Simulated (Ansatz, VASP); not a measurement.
**Sb in VASP and in Ansatz**

The input INCAR:

```
PREC = Accurate
ENCUT = 600
EDIFF = 1E-6
ISMEAR = 0
SIGMA = 0.1
LREAL = False
LASPH = True
NELM = 100
ALGO = Fast
ISIF = 3
LWAVE = False
LCHARG = False
GGA = PS
IBRION = 2
NSW = 90
EDIFFG = -0.04
```

Contents of KPOINTS:

```
Automatic mesh
0
Gamma
  6 6 6
```

File POSCAR:

```
Sb
1.0
    5.3622359909      0.0000000000      0.0000000000
   -2.6811179954      4.6438325892      0.0000000000
    0.0000000000      0.0000000000      3.1422014308
Sb
3
Direct
    0.0000000000      0.0000000000      0.0000000000
    0.3333333333      0.6666666667      0.5000000000
    0.6666666667      0.3333333333      0.5000000000
```

Input for Ansatz:

```yaml
crystal:
  lattice:
    - [5.3622359909, 0.0, 0.0]
    - [-2.6811179954, 4.6438325892, 0.0]
    - [0.0, 0.0, 3.1422014308]
  atoms:
    - { symbol: Sb, position: [0.0, 0.0, 0.0] }
    - { symbol: Sb, position: [0.3333333333, 0.6666666667, 0.5] }
    - { symbol: Sb, position: [0.6666666667, 0.3333333333, 0.5] }
basis:
  ecutwfc: 420
kpoints:
  mp_grid: { grid: [6, 6, 6] }
hamiltonian:
  xc: pbesol
scf:
  occupations: { method: gaussian, width: 0.1 }
  lower_state_search: "off"
output:
  forces: true
  stress: true
  eigenvalues: true
relax:
  adjacent_minimum: "off"
  f_tol: 0.04
  max_steps: 70
  cell: { stress_tol: 0.4 }
```

Alike in both runs: task relaxation of cell and atoms; functional PBEsol; k mesh 6 × 6 × 6; occupations gaussian, width 0.1 eV; no spin polarisation.

|  | VASP | Ansatz |
| --- | --- | --- |
| version | VASP 6.6.1 | Ansatz 0.2.0 |
| potentials or method | VASP PAW PBE potentials, release 64 (Sb) | scalar-relativistic, plane waves, PAW |
| plane-wave cutoff (eV) | 600 | 420 |
| valence electrons in the cell | 15 | 45 |

|  | VASP | Ansatz | Ansatz less VASP |
| --- | --- | --- | --- |
| gap on the k mesh at the Fermi level, each at its own relaxed structure (eV) | none | none | - |
| relaxed volume (Å³/atom) | 26.47 | 26.46 | -0.008 |
| relaxed cell length with the largest relative difference (Å) | 5.429 | 5.428 | -0.0011 |
| energy change over the relaxation (meV/atom) | -4 | -4 | 0.0 |

A gap of «none» marks a metal or a gap that the smearing closes. The two sets of potentials don't hold the same shells in valence.

Caveats: the PAW data sets were made with another functional, which shifts forces and pressure a little (VASP). Spin-orbit coupling is left out, which matters for the levels of Sb.
